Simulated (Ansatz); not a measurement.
Input and output for La (omega type): DFT, PBE, PAW with Ansatz's default frozen-core files, scalar-relativistic (Ansatz 0.2.0). This run: volume at 0.88 of the series' base cell.

The cell comes from a relaxation on PAW files under the same functional, begun from a prototype that needn't be the stable phase.

Command: `ansatz run input.yaml --threads 1 --pin off --max-ram 3072MiB --backend cpu --events-out ev --progress --plain --runs-dir out` It took 8.4 s on 1 thread of Arm Neoverse V1 (shared host), peak memory 0.38 GiB.

```yaml
crystal:
  lattice:
    - [5.7453054564, 0.0, 0.0]
    - [-2.8726527282, 4.9755804778, 0.0]
    - [0.0, 0.0, 3.4346667054]
  atoms:
    - { symbol: La, position: [0.0, 0.0, 0.0] }
    - { symbol: La, position: [0.3333333333, 0.6666666667, 0.5] }
    - { symbol: La, position: [0.6666666667, 0.3333333333, 0.5] }
kpoints:
  mp_grid: { grid: [7, 7, 9] }
scf:
  occupations: { method: fermi_dirac, width: 0.08 }
hamiltonian:
  xc: pbe
  pseudopotentials: { kind: paw }
output:
  forces: true
  stress: true
  eigenvalues: true
  populations: true
  write_density: true
  write_potential: true
  elf: true
  volumetric_format: npy
```

Output:

```
La: projections on atomic orbitals take those of the free atom [Kr 4d10] 4f0 5s2 5p6 5d1 6s2, of charge +0.00 (hamiltonian.pseudopotentials.projection_atoms); the dataset's partial waves leave at most 1.9e-5 of an orbital's norm unspanned inside its sphere
Engine: ansatz 0.2.0
Pseudopotentials: kind: paw
Pseudopotential: La, paw, valence charge 11, recommended cutoff 420 eV (normal), La.paw.azcp
Functional definition: PBE
  parameter kappa = 0.804
  parameter beta = 0.06672455060314922
  exchange = pbe_x(kappa = kappa, mu = beta*pi^2/3)
  correlation = pbe_c(beta = beta)
Crystal: 3 atoms, lattice volume = 98.184 Å³
Basis set: ecut = 420 eV, 1919 PW (Γ), exchange–correlation on 80×80×48 points (8 copies of the dense FFT grid, shifted against one another)
Bands: 21, of which v1, the nominal top of the filled ones, is band 17 counted from 1 (16 counted from 0)
Symmetry: 24 space group operations
Space group: P6/mmm (ITA 191), of the structure as read, at distance tolerance 4.6e-5 Å
k-points: 40 of 441
Non-local potential: La, projectors of the file, l = 0: 3, l = 1: 2, l = 2: 2, l = 3: 3
PAW form: soft (Blöchl's): semilocal exchange-correlation on the pseudo side does not see the compensation charge
PAW one-centre angular grid: La, 590 points (default); XC on 64 Gauss nodes
Initial density: superposition of atomic densities (neutral atoms: chi_scale 0, normalization atom), corrected by the library's trained network
Initial wavefunctions: pseudopotential atomic-orbital guess
Functional: x = pbe(κ = 0.804, μ = 0.2195149727645171), c = pbe(β = 0.06672455060314922)
SCF iter   1: F=—  HF=-18750.087047 eV  |F-HF|=—  |Δ(HF+E_count)|=         —  Δρ=3.75e-3  dr2=1.71e-2  ethr=1.77e-3  ⟨swp⟩=6.0  Hψ=4321  notcnv=0
preconditioner: auto → Kerker (q_TF=auto, 2.275 Å⁻¹)  [metal: Δε(μ)=0.007 eV  Ē_g=11.988 eV  σ=0.080 eV  W_gap=0.02  n_scr=26 (ndim 8)  ℏωp=19.5 eV  f_vac=0.000  D(μ)=3.64/eV (n_scr^D=32)]
SCF iter   2: F=—  HF=-18750.085289 eV  |F-HF|=—  |Δ(HF+E_count)|=   1.76e-3  Δρ=2.13e-3  dr2=3.85e-3  ethr=5.18e-5  ⟨swp⟩=2.8  Hψ=1891  notcnv=0
SCF iter   3: F=—  HF=-18750.086083 eV  |F-HF|=—  |Δ(HF+E_count)|=   7.94e-4  Δρ=5.12e-4  dr2=2.62e-4  ethr=1.17e-5  ⟨swp⟩=2.2  Hψ=1294  notcnv=0
SCF iter   4: F=—  HF=-18750.086148 eV  |F-HF|=—  |Δ(HF+E_count)|=   6.48e-5  Δρ=9.32e-5  dr2=7.91e-6  ethr=7.95e-7  ⟨swp⟩=2.0  Hψ=1091  notcnv=0
SCF iter   5: F=—  HF=-18750.086182 eV  |F-HF|=—  |Δ(HF+E_count)|=   3.44e-5  Δρ=2.18e-5  dr2=3.23e-7  ethr=2.40e-8  ⟨swp⟩=2.6  Hψ=1482  notcnv=0
SCF iter   6: F=-18750.086183 eV  HF=-18750.086183 eV  |F-HF|=6.35e-9  |Δ(HF+E_count)|=   2.60e-7  Δρ=3.24e-6  dr2=7.07e-9  ethr=3.03e-10  ⟨swp⟩=13.2  Hψ=7107  notcnv=0
SCF 1 converged in 6 iterations: F = -18750.086183 eV  dr2 = 7.07e-9
  greatest PAW one-centre occupation: 0.974 electrons in one spin orbital (limit 2), on the La atom at site 0 (counted from 0), in its partial waves of l = 0
SCF converged after 6 iterations
Free energy (F): -18750.086183 eV
Harris-Foulkes:  -18750.086183 eV  (|F-HF|=6.35e-9)
Internal energy: -18750.004953 eV  (E = F + TS)
E sigma→0 (E₀):  -18750.045568 eV
Entropy (-TS):   -0.081229 eV (-27.076 meV/atom)
Fermi energy:    12.699427 eV
--- Per-component energies (eV) ---
  E_band       = -76.486409
  E_kinetic    = 586.726010
  E_local      = -879.394937  (includes V_loc(G=0)·N_el)
  E_nonlocal   = 284.254422
  E_hartree    = 283.556015
  E_xc         = -421.160295
  E_vxc        = -447.107714  (∫ρ·V_xc dr)
  E_paw        = -16247.701389  (= ΣΔE_a)
  E_vpaw       = -188.075737  (= ΣTr[D̂ρ^β])
  E_aug_tail   = -0.000000  (compensation charges beyond the density's cutoff)
  E_ewald      = -2356.284779
  E_smearing   = -0.081229  (= −TS)
  E_closure    = -0.000000  (closes the sum)
  Σ components = -18750.086183   (vs F -18750.086183, Δ=0.00e0)
--- Forces (eV/Å), atoms counted from 1 ---
  atom   1  La     0.00000000    -0.00000000     0.00000000
  atom   2  La     0.00000000     0.00000000    -0.00000000
  atom   3  La     0.00000000    -0.00000000     0.00000000
  max |Σ_I F_I| component: 1.39e-17 eV/Å
--- Stress (GPa, compression-positive) ---
        3.968411      -0.000000       0.000000
       -0.000000       3.968411       0.000000
        0.000000       0.000000       3.983021
  P = ⅓ Tr σ = 3.9733 GPa (39.733 kbar)
--- Band table (eV; the first three rows and the last of 40) ---
  k-point 0: bands = ["-20.0660", "-19.7022", "-19.6284", "-4.2918", "-4.2918", "-3.9216", "-3.9216", "-3.1068", "-2.6651", "-2.6651", "-2.6587", "-2.6363", "9.6761", "11.0475", "13.0813", "13.4282", "13.4282", "13.5061", "13.5061", "13.6907", "14.2350"]
  k-point 1: bands = ["-20.0401", "-19.6893", "-19.6096", "-4.2652", "-4.2652", "-3.8738", "-3.8738", "-3.2980", "-2.8503", "-2.8411", "-2.6760", "-2.6760", "9.9920", "11.4945", "12.8986", "12.8986", "13.2169", "13.2169", "13.5300", "13.8885", "14.2624"]
  k-point 2: bands = ["-19.9719", "-19.6578", "-19.5616", "-4.1969", "-4.1969", "-3.7466", "-3.7418", "-3.7418", "-3.3567", "-3.2761", "-2.7141", "-2.7141", "10.7437", "11.9624", "11.9624", "12.5925", "12.5925", "12.6101", "14.2722", "14.2899", "14.2899"]
  k-point 39: bands = ["-19.6845", "-19.6182", "-19.6102", "-4.6620", "-4.4331", "-4.2990", "-3.7845", "-3.6444", "-3.3440", "-3.2654", "-3.1917", "-2.6645", "10.5353", "11.7562", "12.1366", "12.3681", "12.5744", "12.8241", "13.1789", "13.3775", "13.8840"]
--- Löwdin populations: 3 sites ---
  site symbol       q [e]
     0     La     10.9532
     1     La     11.0048
     2     La     11.0048
  spilling = 0.001126 (of n_electrons = 33.000000)
```

populations.tsv:

```
# site	symbol	l	j	q
# orbitals = lowdin
# n_electrons = 33.000000
# spilling = 0.001126
# projection_atom_La: [Kr 4d10] 4f0 5s2 5p6 5d1 6s2
0	La	0_5S	-	1.905479
0	La	0_6S	-	0.587506
0	La	1_5P	-	5.849797
0	La	2_5D	-	2.462403
0	La	3_4F	-	0.147971
1	La	0_5S	-	1.884824
1	La	0_6S	-	0.560356
1	La	1_5P	-	5.823749
1	La	2_5D	-	2.571317
1	La	3_4F	-	0.164600
2	La	0_5S	-	1.884824
2	La	0_6S	-	0.560356
2	La	1_5P	-	5.823749
2	La	2_5D	-	2.571317
2	La	3_4F	-	0.164600
```

Next run (shape and atoms relaxed at 0.78 of the base cell's volume), as changes to the input before:

```diff
   lattice:
-    - [5.7453054564, 0.0, 0.0]
-    - [-2.8726527282, 4.9755804778, 0.0]
-    - [0.0, 0.0, 3.4346667054]
+    - [5.4814365514, 0.0, 0.0]
+    - [-2.7407182757, 4.7470633028, 0.0]
+    - [0.0, 0.0, 3.3445215204]
   atoms:
   stress: true
-  eigenvalues: true
-  populations: true
   write_density: true
   volumetric_format: npy
+relax:
+  f_tol: 0.005
+  max_steps: 30
+  cell: { stress_tol: 0.13, fix: [volume] }
```

Results part of the output:

```
basis re-selected at this cell: Δ(F+E_penalty+E_count) = -1.880e-6 eV, ΔP = +0.000 GPa vs the last step (what re-selecting the basis moved, of the pressure what is left beyond the Pulay correction that the steps carried, after the strain that the cell walked since its last selection, with what the two solves' SCF thresholds leave and, on support functions, any second-order correction that the steps lacked; it is no measure of the basis error at this ecutwfc). This SCF's stress stands 4.14e-2 GPa from its target on what of the cell is left free (relax.cell.stress_tol is 1.30e-1 GPa) and its largest allowed force component is 1.13e-16 eV/Å (relax.f_tol is 5.00e-3 eV/Å): within both
SCF converged after 3 iterations
Free energy (F): -18749.644596 eV
Harris-Foulkes:  -18749.644596 eV  (|F-HF|=6.91e-11)
Internal energy: -18749.568674 eV  (E = F + TS)
E sigma→0 (E₀):  -18749.606635 eV
Entropy (-TS):   -0.075922 eV (-25.307 meV/atom)
Fermi energy:    14.541769 eV
--- Per-component energies (eV) ---
  E_band       = -13.482701
  E_kinetic    = 595.265890
  E_local      = -754.311081  (includes V_loc(G=0)·N_el)
  E_nonlocal   = 285.070141
  E_hartree    = 250.275283
  E_xc         = -424.588107
  E_vxc        = -451.865327  (∫ρ·V_xc dr)
  E_paw        = -16248.305716  (= ΣΔE_a)
  E_vpaw       = -188.192839  (= ΣTr[D̂ρ^β])
  E_aug_tail   = -0.000000  (compensation charges beyond the density's cutoff)
  E_ewald      = -2452.975083
  E_smearing   = -0.075922  (= −TS)
  E_closure    = 0.000000  (closes the sum)
  Σ components = -18749.644596   (vs F -18749.644596, Δ=0.00e0)
--- Forces (eV/Å), atoms counted from 1 ---
  atom   1  La    -0.00000000     0.00000000     0.00000000
  atom   2  La     0.00000000    -0.00000000     0.00000000
  atom   3  La     0.00000000     0.00000000     0.00000000
  max |Σ_I F_I| component: 9.25e-18 eV/Å
--- Stress (GPa, compression-positive) ---
        9.043320       0.000000       0.000000
       -0.000000       9.043320       0.000000
        0.000000       0.000000       9.105355
  P = ⅓ Tr σ = 9.0640 GPa (90.640 kbar)
--- Band table (eV; the first three rows and the last of 40) ---
  k-point 0: bands = ["-18.2211", "-17.6661", "-17.5687", "-2.5965", "-2.5965", "-2.1623", "-2.1623", "-0.9494", "-0.4094", "-0.4094", "-0.3346", "-0.3100", "11.7510", "12.6115", "14.9951", "15.4050", "15.4050", "15.5189", "15.5773", "15.5773", "16.1315"]
  k-point 1: bands = ["-18.1801", "-17.6451", "-17.5386", "-2.5574", "-2.5574", "-2.0954", "-2.0954", "-1.2331", "-0.6221", "-0.6024", "-0.4237", "-0.4237", "12.1286", "13.1719", "14.7465", "14.7465", "15.1953", "15.1953", "15.5349", "15.7821", "16.1674"]
  k-point 2: bands = ["-18.0713", "-17.5941", "-17.4610", "-2.4561", "-2.4561", "-1.9090", "-1.9090", "-1.8804", "-1.3449", "-1.2280", "-0.4762", "-0.4762", "12.9440", "13.6092", "13.6092", "14.4207", "14.4207", "14.5806", "16.2654", "16.2885", "16.3167"]
  k-point 39: bands = ["-17.6266", "-17.5297", "-17.5190", "-3.1009", "-2.8304", "-2.6512", "-1.9139", "-1.7195", "-1.3227", "-1.2141", "-1.1097", "-0.4146", "12.0026", "13.4683", "13.7850", "14.1472", "14.3284", "14.6750", "15.0334", "15.1708", "15.7367"]
--- Relaxed structure (3 steps of the walk, 3 accepted, 1 SCFs on fresh bases) ---
  F+E_penalty+E_count = -18749.64459577 eV   max|allowed force component| = 1.126e-16 eV/Å   (the final SCF, on the basis selected at the relaxed cell)
  cell:  # Å, volume = 87.0269 Å³
    - [5.535711148542897, 0.0, 0.0]
    - [-2.7678555742714486, 4.794066482650882, 0.0]
    - [0.0, 0.0, 3.279260639230666]
  atoms:
    - { symbol: La, position: [2.6827517313137564e-35, 1.803154518019978e-35, 0.0] }
    - { symbol: La, position: [0.33333333333333337, 0.6666666666666667, 0.49999999999999994] }
    - { symbol: La, position: [0.6666666666666667, 0.33333333333333337, 0.49999999999999994] }
```

Next run (volume at 0.78 of the series' base cell), as changes to the input before:

```diff
   lattice:
-    - [5.4814365514, 0.0, 0.0]
-    - [-2.7407182757, 4.7470633028, 0.0]
-    - [0.0, 0.0, 3.3445215204]
+    - [5.5357111485, 0.0, 0.0]
+    - [-2.7678555743, 4.7940664826, 0.0]
+    - [0.0, 0.0, 3.2792606392]
   atoms:
   mp_grid: { grid: [7, 7, 9] }
+  band_path:
+    path:
+      - [0.0, 0.0, 0.0]
+      - [0.5, 0.0, 0.0]
+      - [0.3333333333, 0.3333333333, 0.0]
+      - [0.0, 0.0, 0.0]
+      - [0.0, 0.0, 0.5]
+      - [0.5, 0.0, 0.5]
+      - [0.3333333333, 0.3333333333, 0.5]
+      - [0.0, 0.0, 0.5]
+      - [0.5, 0.0, 0.5]
+    npoints: 8
 scf:
   stress: true
+  eigenvalues: true
+  populations: true
+  dos: { projected: true, de: 0.2, e_range: [-14, 8] }
   write_density: true
   volumetric_format: npy
-relax:
-  f_tol: 0.005
-  max_steps: 30
-  cell: { stress_tol: 0.13, fix: [volume] }
```

Results part of the output:

```
SCF 1 converged in 6 iterations: F = -18749.644596 eV  dr2 = 2.91e-8
  greatest PAW one-centre occupation: 0.973 electrons in one spin orbital (limit 2), on the La atom at site 0 (counted from 0), in its partial waves of l = 0
NSCF: frozen V_eff on 65 k-points
SCF converged after 6 iterations
Free energy (F): -18749.644596 eV
Harris-Foulkes:  -18749.644596 eV  (|F-HF|=9.31e-9)
Internal energy: -18749.568674 eV  (E = F + TS)
E sigma→0 (E₀):  -18749.606635 eV
Entropy (-TS):   -0.075921 eV (-25.307 meV/atom)
Fermi energy:    14.541764 eV
--- Per-component energies (eV) ---
  E_band       = -13.482542
  E_kinetic    = 595.265795
  E_local      = -754.310868  (includes V_loc(G=0)·N_el)
  E_nonlocal   = 285.070052
  E_hartree    = 250.275173
  E_xc         = -424.588093
  E_vxc        = -451.865312  (∫ρ·V_xc dr)
  E_paw        = -16248.305650  (= ΣΔE_a)
  E_vpaw       = -188.192385  (= ΣTr[D̂ρ^β])
  E_aug_tail   = -0.000000  (compensation charges beyond the density's cutoff)
  E_ewald      = -2452.975083
  E_smearing   = -0.075921  (= −TS)
  E_closure    = 0.000000  (closes the sum)
  Σ components = -18749.644596   (vs F -18749.644596, Δ=0.00e0)
--- Forces (eV/Å), atoms counted from 1 ---
  atom   1  La    -0.00000000    -0.00000000     0.00000000
  atom   2  La     0.00000000     0.00000000     0.00000000
  atom   3  La    -0.00000000     0.00000000     0.00000000
  max |Σ_I F_I| component: 9.25e-18 eV/Å
--- Stress (GPa, compression-positive) ---
        9.043157       0.000000       0.000000
        0.000000       9.043157       0.000000
        0.000000       0.000000       9.105433
  P = ⅓ Tr σ = 9.0639 GPa (90.639 kbar)
--- Band table (eV; the first three rows and the last of 40) ---
  k-point 0: bands = ["-18.2211", "-17.6662", "-17.5687", "-2.5965", "-2.5965", "-2.1623", "-2.1623", "-0.9494", "-0.4094", "-0.4094", "-0.3346", "-0.3100", "11.7510", "12.6115", "14.9951", "15.4050", "15.4050", "15.5188", "15.5773", "15.5773", "16.1315"]
  k-point 1: bands = ["-18.1801", "-17.6452", "-17.5386", "-2.5574", "-2.5574", "-2.0954", "-2.0954", "-1.2331", "-0.6221", "-0.6024", "-0.4237", "-0.4237", "12.1286", "13.1719", "14.7465", "14.7465", "15.1953", "15.1953", "15.5350", "15.7821", "16.1674"]
  k-point 2: bands = ["-18.0713", "-17.5941", "-17.4610", "-2.4561", "-2.4561", "-1.9091", "-1.9091", "-1.8804", "-1.3449", "-1.2279", "-0.4762", "-0.4762", "12.9440", "13.6092", "13.6092", "14.4206", "14.4206", "14.5806", "16.2654", "16.2885", "16.3167"]
  k-point 39: bands = ["-17.6266", "-17.5296", "-17.5190", "-3.1009", "-2.8304", "-2.6512", "-1.9139", "-1.7195", "-1.3227", "-1.2141", "-1.1097", "-0.4146", "12.0026", "13.4683", "13.7850", "14.1472", "14.3284", "14.6750", "15.0334", "15.1708", "15.7366"]
--- Löwdin populations: 3 sites ---
  site symbol       q [e]
     0     La     10.9647
     1     La     10.9987
     2     La     10.9987
  spilling = 0.001150 (of n_electrons = 33.000000)
```

Next run (shape and atoms relaxed at 0.58 of the base cell's volume), as changes to the input before:

```diff
   lattice:
-    - [5.5357111485, 0.0, 0.0]
-    - [-2.7678555743, 4.7940664826, 0.0]
-    - [0.0, 0.0, 3.2792606392]
+    - [4.9659863529, 0.0, 0.0]
+    - [-2.4829931764, 4.3006703365, 0.0]
+    - [0.0, 0.0, 3.0300174181]
   atoms:
   mp_grid: { grid: [7, 7, 9] }
-  band_path:
-    path:
-      - [0.0, 0.0, 0.0]
-      - [0.5, 0.0, 0.0]
-      - [0.3333333333, 0.3333333333, 0.0]
-      - [0.0, 0.0, 0.0]
-      - [0.0, 0.0, 0.5]
-      - [0.5, 0.0, 0.5]
-      - [0.3333333333, 0.3333333333, 0.5]
-      - [0.0, 0.0, 0.5]
-      - [0.5, 0.0, 0.5]
-    npoints: 8
 scf:
   stress: true
-  eigenvalues: true
-  populations: true
-  dos: { projected: true, de: 0.2, e_range: [-14, 8] }
-  write_density: true
-  write_potential: true
-  elf: true
-  volumetric_format: npy
+relax:
+  f_tol: 0.005
+  max_steps: 30
+  cell: { stress_tol: 0.38, fix: [volume] }
```

Command: `ansatz run input.yaml --threads 1 --pin off --max-ram 3072MiB --backend cpu --events-out ev --progress --plain --runs-dir out` It took 22 s on 1 thread of Arm Neoverse V1, on a shared host, peak memory 0.36 GiB.

Results part of the output:

```
basis re-selected at this cell: Δ(F+E_penalty+E_count) = +1.237e-5 eV, ΔP = +0.000 GPa vs the last step (what re-selecting the basis moved, of the pressure what is left beyond the Pulay correction that the steps carried, after the strain that the cell walked since its last selection, with what the two solves' SCF thresholds leave and, on support functions, any second-order correction that the steps lacked; it is no measure of the basis error at this ecutwfc). The dense FFT grid was sized anew with the basis: this SCF ran on 36×36×20 points, the steps before it on 36×36×24, so part of this shift can come from that change (see relax.cell in the input reference). This SCF's stress stands 8.89e-2 GPa from its target on what of the cell is left free (relax.cell.stress_tol is 3.80e-1 GPa) and its largest allowed force component is 1.62e-16 eV/Å (relax.f_tol is 5.00e-3 eV/Å): within both
SCF converged after 4 iterations
Free energy (F): -18747.070408 eV
Harris-Foulkes:  -18747.070408 eV  (|F-HF|=2.76e-10)
Internal energy: -18746.991902 eV  (E = F + TS)
E sigma→0 (E₀):  -18747.031155 eV
Entropy (-TS):   -0.078507 eV (-26.169 meV/atom)
Fermi energy:    19.933801 eV
--- Per-component energies (eV) ---
  E_band       = 165.836653
  E_kinetic    = 622.040399
  E_local      = -439.727401  (includes V_loc(G=0)·N_el)
  E_nonlocal   = 289.456917
  E_hartree    = 174.761526
  E_xc         = -434.031275
  E_vxc        = -465.037571  (∫ρ·V_xc dr)
  E_paw        = -16251.910178  (= ΣΔE_a)
  E_vpaw       = -190.418782  (= ΣTr[D̂ρ^β])
  E_aug_tail   = -0.000000  (compensation charges beyond the density's cutoff)
  E_ewald      = -2707.581889
  E_smearing   = -0.078507  (= −TS)
  E_closure    = -0.000000  (closes the sum)
  Σ components = -18747.070408   (vs F -18747.070408, Δ=0.00e0)
--- Forces (eV/Å), atoms counted from 1 ---
  atom   1  La    -0.00000000     0.00000000     0.00000000
  atom   2  La    -0.00000000     0.00000000    -0.00000000
  atom   3  La    -0.00000000    -0.00000000     0.00000000
  max |Σ_I F_I| component: 3.70e-17 eV/Å
--- Stress (GPa, compression-positive) ---
       32.639419       0.000000      -0.000000
        0.000000      32.639419      -0.000000
       -0.000000      -0.000000      32.772821
  P = ⅓ Tr σ = 32.6839 GPa (326.839 kbar)
--- Relaxed structure (4 steps of the walk, 3 accepted, 1 SCFs on fresh bases) ---
  F+E_penalty+E_count = -18747.07040843 eV   max|allowed force component| = 1.619e-16 eV/Å   (the final SCF, on the basis selected at the relaxed cell)
  cell:  # Å, volume = 64.7123 Å³
    - [5.016624942242294, -2.916186069465095e-11, -9.275757095999621e-19]
    - [-2.508312471095892, 4.34452464125505, 4.637878547953104e-19]
    - [-5.659642127367929e-19, -7.75214829348821e-34, 2.969155222096234]
  atoms:
    - { symbol: La, position: [1.427109570132281e-35, -8.085654650510074e-36, -1.1591269220898192e-69] }
    - { symbol: La, position: [0.33333333333333326, 0.6666666666666665, 0.5] }
    - { symbol: La, position: [0.6666666666666665, 0.33333333333333326, 0.5] }
```

Spin–orbit coupling is left out, which matters for the heavy atoms.
